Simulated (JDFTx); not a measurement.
# Au (Fm-3m) in JDFTx: reference runs, part 2 of 2

JDFTx 1.7.0 (patched build). Earlier steps stand in the parts before.

## (7) Equation of state, PBEsol, 16.85 Å³/atom

Input file Au.in:

```
lattice \
    0.0000000000     3.8455926636     3.8455926636 \
    3.8455926636     0.0000000000     3.8455926636 \
    3.8455926636     3.8455926636     0.0000000000
coords-type Lattice
ion Au     0.0000000000     0.0000000000     0.0000000000 1

ion-species pseudo/Au.upf
elec-cutoff 38
elec-ex-corr gga-PBEsol
kpoint-folding 11 11 11
elec-smearing Fermi 0.0018374661
elec-n-bands 15
electronic-SCF nIterations 100 energyDiffThreshold 1e-09
electronic-minimize nIterations 30 energyDiffThreshold 1e-7
forces-output-coords Cartesian

dump-name run.$VAR
dump End Ecomponents EigStats BandEigs Kpoints Forces Stress ElecDensity Dtot KEdensity
```

Potentials or basis: PseudoDojo-SR-PBEsol-0.4.1-standard with smoothed tails.

On the command line:

```
> jdftx -c 1 -i Au.in -o Au.out
```

Standard output:

```text
*************** JDFTx 1.7.0 (patched build) ***************

Input parsed successfully to the following command list (including defaults):
[... the input with its defaults ...]

---------- Setting up symmetries ----------

Found 48 point-group symmetries of the bravais lattice
Found 48 space-group symmetries with basis
Applied RMS atom displacement 0 bohrs to make symmetries exact.

---------- Initializing the Grid ----------
R =
[            0      3.84559      3.84559  ]
[      3.84559            0      3.84559  ]
[      3.84559      3.84559            0  ]
unit cell volume = 113.742
G =
[  -0.816933   0.816933   0.816933  ]
[   0.816933  -0.816933   0.816933  ]
[   0.816933   0.816933  -0.816933  ]
Minimum fftbox size, Smin = [  32  32  32  ]
Chosen fftbox size, S = [  32  32  32  ]

---------- Exchange Correlation functional ----------
Initalized PBEsol GGA exchange.
Initalized PBEsol GGA correlation.

---------- Setting up pseudopotentials ----------
Width of ionic core gaussian charges (only for fluid interactions / plotting) set to 0

Reading pseudopotential file 'pseudo/Au.upf':
  'Au' pseudopotential, 'PBESOL' functional
  Generated using ONCVPSP code by D. R. Hamann
  19 valence electrons, 4 orbitals, 7 projectors, 1001 radial grid points, with lMax = 3
    5S    l: 0   occupation:  2.0   eigenvalue: -3.985004
    5P    l: 1   occupation:  6.0   eigenvalue: -2.197789
    5D    l: 2   occupation: 10.0   eigenvalue: -0.253637
    6S    l: 0   occupation:  1.0   eigenvalue: -0.213166
  Core radius for overlap checks: 1.57 bohrs.

Initialized 1 species with 1 total atoms.

Folded 1 k-points by 11x11x11 to 1331 k-points.

---------- Setting up k-points, bands, fillings ----------
Reduced to 56 k-points under symmetry.
Computing the number of bands and number of electrons
Calculating initial fillings.
nElectrons:  19.000000   nBands: 15   nStates: 56

----- Setting up reduced wavefunction bases (one per k-point) -----
average nbasis = 1272.872 , ideal nbasis = 1272.592

---------- Setting up ewald sum ----------
Optimum gaussian width for ewald sums = 1.960494 bohr.
Real space sum over 2197 unit cells with max indices [  6  6  6  ]
Reciprocal space sum over 2197 terms with max indices [  6  6  6  ]

---------- Allocating electronic variables ----------
Initializing wave functions:  linear combination of atomic orbitals
Note: number of bands (15) exceeds available atomic orbitals (10)
Au pseudo-atom occupations:   s ( 2 1 )  p ( 6 )  d ( 10 )
	FillingsUpdate:  mu: +0.753152249  nElectrons: 19.000000
LCAOMinimize: Iter:   0  F: -137.9379902668165414  |grad|_K:  1.830e-03  alpha:  1.000e+00
	FillingsUpdate:  mu: +0.771980267  nElectrons: 19.000000
LCAOMinimize: Iter:   1  F: -137.9485434382068263  |grad|_K:  4.782e-05  alpha:  5.327e-01  linmin:  4.056e-01  cgtest: -9.554e-01
	FillingsUpdate:  mu: +0.771990984  nElectrons: 19.000000
[... 7 lines of inner loops ...]
	FillingsUpdate:  mu: +0.771582187  nElectrons: 19.000000
LCAOMinimize: Iter:   5  F: -137.9485518223170288  |grad|_K:  8.431e-09  alpha:  1.461e-01  linmin: -3.509e-01  cgtest:  9.983e-01
LCAOMinimize: Encountered beta<0, resetting CG.
LCAOMinimize: Converged (|Delta F|<1.000000e-06 for 2 iters).

-------- Electronic minimization -----------
Will mix electronic density at each iteration.
	FillingsUpdate:  mu: +0.771582187  nElectrons: 19.000000
	FillingsUpdate:  mu: +0.762555005  nElectrons: 19.000000
SCF: Cycle:  0   F: -137.961947127357547   dF: -1.340e-02   |Residual|: 2.481e-02   |deigs|: 3.576e-01
	FillingsUpdate:  mu: +0.764522546  nElectrons: 19.000000
SCF: Cycle:  1   F: -137.962377595761694   dF: -4.305e-04   |Residual|: 7.442e-03   |deigs|: 7.250e-03
	FillingsUpdate:  mu: +0.764659955  nElectrons: 19.000000
SCF: Cycle:  2   F: -137.962385372775486   dF: -7.777e-06   |Residual|: 2.542e-03   |deigs|: 7.541e-04
	FillingsUpdate:  mu: +0.764451045  nElectrons: 19.000000
SCF: Cycle:  3   F: -137.962386594334248   dF: -1.222e-06   |Residual|: 5.489e-04   |deigs|: 3.986e-04
	FillingsUpdate:  mu: +0.764515784  nElectrons: 19.000000
SCF: Cycle:  4   F: -137.962386725339627   dF: -1.310e-07   |Residual|: 3.275e-04   |deigs|: 1.952e-04
	FillingsUpdate:  mu: +0.764481033  nElectrons: 19.000000
SCF: Cycle:  5   F: -137.962386818983020   dF: -9.364e-08   |Residual|: 5.888e-05   |deigs|: 1.472e-04
	FillingsUpdate:  mu: +0.764487881  nElectrons: 19.000000
SCF: Cycle:  6   F: -137.962386827548073   dF: -8.565e-09   |Residual|: 1.608e-05   |deigs|: 7.399e-05
	FillingsUpdate:  mu: +0.764488110  nElectrons: 19.000000
SCF: Cycle:  7   F: -137.962386829201790   dF: -1.654e-09   |Residual|: 1.555e-05   |deigs|: 3.970e-05
	FillingsUpdate:  mu: +0.764488046  nElectrons: 19.000000
SCF: Cycle:  8   F: -137.962386829974491   dF: -7.727e-10   |Residual|: 1.764e-05   |deigs|: 1.554e-04
	FillingsUpdate:  mu: +0.764488331  nElectrons: 19.000000
SCF: Cycle:  9   F: -137.962386829947349   dF: +2.714e-11   |Residual|: 6.631e-05   |deigs|: 5.923e-05
	FillingsUpdate:  mu: +0.764488323  nElectrons: 19.000000
SCF: Cycle: 10   F: -137.962386830037076   dF: -8.973e-11   |Residual|: 1.323e-05   |deigs|: 4.294e-05
	FillingsUpdate:  mu: +0.764488248  nElectrons: 19.000000
SCF: Cycle: 11   F: -137.962386830050718   dF: -1.364e-11   |Residual|: 1.091e-05   |deigs|: 1.313e-05
SCF: Converged (|Delta E|<1.000000e-09 for 2 iters).

Setting wave functions to eigenvectors of Hamiltonian

# Stress tensor in Cartesian coordinates [Eh/a0^3]:
[ -4.22425e-05            0            0  ]
[            0 -4.22425e-05            0  ]
[            0            0 -4.22425e-05  ]

# Ionic positions in lattice coordinates:
ion Au   0.000000000000000   0.000000000000000   0.000000000000000 1

# Forces in Cartesian coordinates:
force Au   0.000000000000000  -0.000000000000000   0.000000000000000 1

# Energy components:
   Eewald =     -107.5994881375225134
       EH =       25.7894299223618049
     Eloc =      -85.3998173084071652
      Enl =        2.3971118196094960
      Exc =      -25.1358408025468130
 Exc_core =        9.4601950496767895
       KE =       42.5260781895072810
-------------------------------------
     Etot =     -137.9623312673211046
       TS =        0.0000555627296189
-------------------------------------
        F =     -137.9623868300507183

IonicMinimize: Iter:   0  F: -137.962386830050718  |grad|_K:  0.000e+00
IonicMinimize: Converged (|grad|_K<1.000000e-04).

#--- Lowdin population analysis ---
# oxidation-state Au +0.162

Dumping 'run.eigStats' ...
	eMin: -3.119321 at state 0 ( [ +0.000000 +0.000000 +0.000000 ] spin 0 )
	HOMO: +0.759442 at state 26 ( [ +0.000000 +0.272727 +0.454545 ] spin 0 )
	mu  : +0.764488
	LUMO: +0.767956 at state 11 ( [ +0.000000 +0.090909 -0.454545 ] spin 0 )
	eMax: +1.703306 at state 6 ( [ +0.000000 +0.090909 +0.090909 ] spin 0 )
	HOMO-LUMO gap: +0.008514
	Optical gap  : +0.072058 at state 34 ( [ +0.000000 +0.454545 +0.454545 ] spin 0 )
Done!
[note: the HOMO, LUMO and gaps printed at the end count levels as full or empty at half filling, so they show a gap where a level is partly filled]
```

Run time: 27 s. Hardware: 1 thread of Arm Neoverse V2, shared host; peak memory 0.08 GiB.

Results:

```yaml
Free_energy: -3754.1478 eV
Pressure: 1.2 GPa
Band_gap_on_the_k_mesh: none (metal or under the smearing width)
```

## (8) Equation of state, PBEsol, 17.19 Å³/atom (volume scaled by 1.02)

Edit Au.in of step 7 so:

```diff
@@ -1,5 +1,5 @@
 lattice \
-    0.0000000000     3.8455926636     3.8455926636 \
-    3.8455926636     0.0000000000     3.8455926636 \
-    3.8455926636     3.8455926636     0.0000000000
+    0.0000000000     3.8710609070     3.8710609070 \
+    3.8710609070     0.0000000000     3.8710609070 \
+    3.8710609070     3.8710609070     0.0000000000
 coords-type Lattice
```

On the command line:

```
> jdftx -c 1 -i Au.in -o Au.out
```

Run time: 23 s. Hardware: 1 thread of Arm Neoverse V2, shared host; peak memory 0.08 GiB.

It converged, with:

```
Free energy            : -3754.1467 eV
Pressure               : -2.2 GPa
Band gap on the k mesh : none (metal or under the smearing width)
```

## (9) Equation of state, PBEsol, 17.53 Å³/atom (volume scaled by 1.04)

Edit Au.in of step 8 so:

```diff
@@ -1,5 +1,5 @@
 lattice \
-    0.0000000000     3.8710609070     3.8710609070 \
-    3.8710609070     0.0000000000     3.8710609070 \
-    3.8710609070     3.8710609070     0.0000000000
+    0.0000000000     3.8961983705     3.8961983705 \
+    3.8961983705     0.0000000000     3.8961983705 \
+    3.8961983705     3.8961983705     0.0000000000
 coords-type Lattice
```

Potentials or basis: PseudoDojo-SR-PBEsol-0.4.1-standard with smoothed tails.

On the command line:

```
> jdftx -c 1 -i Au.in -o Au.out
```

Wall time 31 s (1 thread of Arm Neoverse V2, shared host); peak memory 0.08 GiB.

Results (log left out):

* Free energy: -3754.1389 eV
* Pressure: -5.2 GPa
* Band gap on the k mesh: none (metal or under the smearing width)

## (10) Equation of state, PBEsol, 17.87 Å³/atom (volume scaled by 1.06)

Edit Au.in of step 9 so:

```diff
@@ -1,5 +1,5 @@
 lattice \
-    0.0000000000     3.8961983705     3.8961983705 \
-    3.8961983705     0.0000000000     3.8961983705 \
-    3.8961983705     3.8961983705     0.0000000000
+    0.0000000000     3.9210155896     3.9210155896 \
+    3.9210155896     0.0000000000     3.9210155896 \
+    3.9210155896     3.9210155896     0.0000000000
 coords-type Lattice
```

On the command line:

```
> jdftx -c 1 -i Au.in -o Au.out
```

Run time: 29 s. Hardware: 1 thread of Arm Neoverse V2, shared host; peak memory 0.08 GiB.

It converged, with:

```yaml
Free_energy: -3754.1252 eV
Pressure: -7.8 GPa
Band_gap_on_the_k_mesh: none (metal or under the smearing width)
```

## (11) Equation of state, PBEsol

Potentials or basis: PseudoDojo-SR-PBEsol-0.4.1-standard with smoothed tails.

This step only gathers the single runs of the series.

What came out:

| Item | Value |
| --- | --- |
| Equilibrium volume | 16.97 Å³/atom |
| Bulk modulus | 176 GPa |
| Pressure derivative of the bulk modulus | 5.8 |

Energy against volume, from the lowest point:
| volume (Å³/atom) | energy (meV/atom) |
| --- | --- |
| 15.843 | 47.80 |
| 16.181 | 22.18 |
| 16.518 | 6.67 |
| 16.855 | 0.00 |
| 17.192 | 1.06 |
| 17.529 | 8.87 |
| 17.866 | 22.61 |

## (12) The runs side by side

```csv
task,cell,further solve for the empty bands,gap on the mesh (eV),pressure (GPa)
single point,as given,yes,none,1.2
single point,cell strained at random at fixed volume,yes,none,1.5
equation of state,as given,-,-,-
```

Alike in all rows: level PBEsol; potentials or basis PseudoDojo-SR-PBEsol-0.4.1-standard with smoothed tails; no spin polarisation; k mesh 11 × 11 × 11; cutoff (eV) 1034; smearing fermi-dirac 0.05 eV.

Absolute energies hang on the potentials; compare differences alone.

## (13) Against experiment

Step 11. A measured bulk modulus of Au is 167 GPa (quoted in “Exploring toroidal anvil profiles for larger sample volumes above 4 Mbar”, 2024, pmc:11102561); the calculated 176 GPa misses it by +5.6 %. The fit is for a static lattice scaled at fixed shape and fixed fractional positions.
